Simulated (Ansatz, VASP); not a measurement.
**One calculation of Gd, two programs**

The input INCAR:

```
  PREC = Accurate
  ENCUT = 520
  EDIFF = 1E-7
  ISMEAR = -1
  SIGMA = 0.05
  LREAL = False
  LASPH = True
  NELM = 100
  ALGO = Normal
  ISIF = 2
  LWAVE = False
  LCHARG = False
  ISPIN = 2
  MAGMOM = 7
  LORBIT = 11
  LMAXMIX = 6
  GGA = PE
  NBANDS = 19
```

File KPOINTS:

```
regular mesh
0
Gamma
  9 9 9
```

POSCAR

```
Gd
1.0
   -2.0384109869      2.0384109869      2.0384109869
    2.0384109869     -2.0384109869      2.0384109869
    2.0384109869      2.0384109869     -2.0384109869
Gd
1
Direct
    0.0000000000      0.0000000000      0.0000000000
```

File input.yaml:

```yaml
crystal:
  lattice:
    - [-2.0384109869, 2.0384109869, 2.0384109869]
    - [2.0384109869, -2.0384109869, 2.0384109869]
    - [2.0384109869, 2.0384109869, -2.0384109869]
  atoms:
    - { symbol: Gd, position: [0.0, 0.0, 0.0], spin: 7.0 }
hamiltonian:
  xc: pbe
  pseudopotentials: { kind: paw }
magnetization:
  spin_polarized: true
kpoints:
  mp_grid: { grid: [9, 9, 9] }
scf:
  occupations: { method: fermi_dirac, width: 0.05 }
output:
  forces: true
  stress: true
  eigenvalues: true
  write_density: true
  write_potential: true
  elf: true
  volumetric_format: npy
```

Change from the starting cell: volume scaled by 1.02.

Alike in both runs: task single point; functional PBE; k mesh 9 × 9 × 9; occupations fermi-dirac, width 0.05 eV; collinear spin, ferromagnetic start.

|  | VASP | Ansatz |
| --- | --- | --- |
| version | VASP 6.6.1 | Ansatz 0.2.0 |
| potentials or method | VASP PAW PBE potentials, release 64 (Gd) | Ansatz PAW |
| plane-wave cutoff (eV) | 520 | 420 |
| valence electrons in the cell | 18 | 18 |

```csv
,VASP,Ansatz,Ansatz less VASP
gap on the k mesh at the Fermi level (eV),none,none,-
pressure (GPa),-0.7,-0.7,+0.04
net moment per atom (μB),7.61,7.60,-0.007
size of the moment on the site where the two differ most (μB),6.99,7.32,+0.331
```

Site moments also hang on the region over which each program counts them. A gap of «none» marks a metal or a gap that the smearing closes.

Caveats: spin-orbit coupling is left out, which moves the levels of the heavy elements. The state reached can hang on the start; a lower one may exist.
